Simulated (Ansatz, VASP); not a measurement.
Ti in VASP and in Ansatz

INCAR

```
SYSTEM = Ti
PREC     = Accurate       ! precision mode
ENCUT    = 520            ! plane-wave cutoff, eV
EDIFF    = 1E-6           ! SCF threshold, eV
ISMEAR   = -1             ! smearing method
SIGMA    = 0.05           ! smearing width, eV
LREAL    = .False.        ! projectors in reciprocal space
LASPH    = .True.         ! aspherical terms in the spheres
NELM     = 100            ! most SCF steps
ALGO     = Fast           ! electronic algorithm
ISIF     = 2              ! what is computed and relaxed
LWAVE    = .False.        ! write WAVECAR
LCHARG   = .False.        ! write CHGCAR
GGA      = PS             ! functional
NBANDS   = 19             ! bands
```

The input KPOINTS:

```
regular mesh
0
Gamma
  10 10 6
  0 0 0
```

POSCAR

```
Ti
1.0
    3.0078578261      0.0000000000      0.0000000000
   -1.5039289131      2.6048812885      0.0000000000
    0.0000000000      0.0000000000      4.7717880089
Ti
2
Direct
    0.6666666667      0.3333333333      0.7500000000
    0.3333333333      0.6666666667      0.2500000000
```

input.yaml

```yaml
crystal:
  lattice:
    - [3.0078578261, 0.0, 0.0]
    - [-1.5039289131, 2.6048812885, 0.0]
    - [0.0, 0.0, 4.7717880089]
  atoms:
    - { symbol: Ti, position: [0.6666666667, 0.3333333333, 0.75] }
    - { symbol: Ti, position: [0.3333333333, 0.6666666667, 0.25] }
kpoints:
  mp_grid: { grid: [10, 10, 6] }
scf:
  occupations: { method: fermi_dirac, width: 0.05 }
hamiltonian:
  xc: pbesol
  pseudopotentials: { kind: all_electron, lapw: { basis_error: 0.0005 } }
output:
  forces: true
  stress: true
  eigenvalues: true
```

Change from the starting cell: volume scaled by 1.06.

Alike in both runs: task single point; functional PBEsol; k mesh 10 × 10 × 6; occupations fermi-dirac, width 0.05 eV; no spin polarisation.

|  | VASP | Ansatz |
| --- | --- | --- |
| version | VASP 6.6.1 | Ansatz 0.2.0 |
| potentials or method | VASP PAW PBE potentials, release 64 (Ti_sv) | all-electron LAPW, scalar-relativistic |
| plane-wave cutoff (eV) | 520 | see its input |

```csv
,VASP,Ansatz,Ansatz less VASP
gap on the k mesh at the Fermi level (eV),none,none,-
pressure (GPa),-11.0,-10.8,+0.16
largest component of the traceless stress (GPa),0.34,0.35,+0.010
```

A gap of «none» marks a metal or a gap that the smearing closes. Ansatz ran all-electron here, so the differences hold the error of VASP's frozen core and of both bases.

Caveats: the PAW data sets were made with another functional, which shifts forces and pressure a little (VASP).
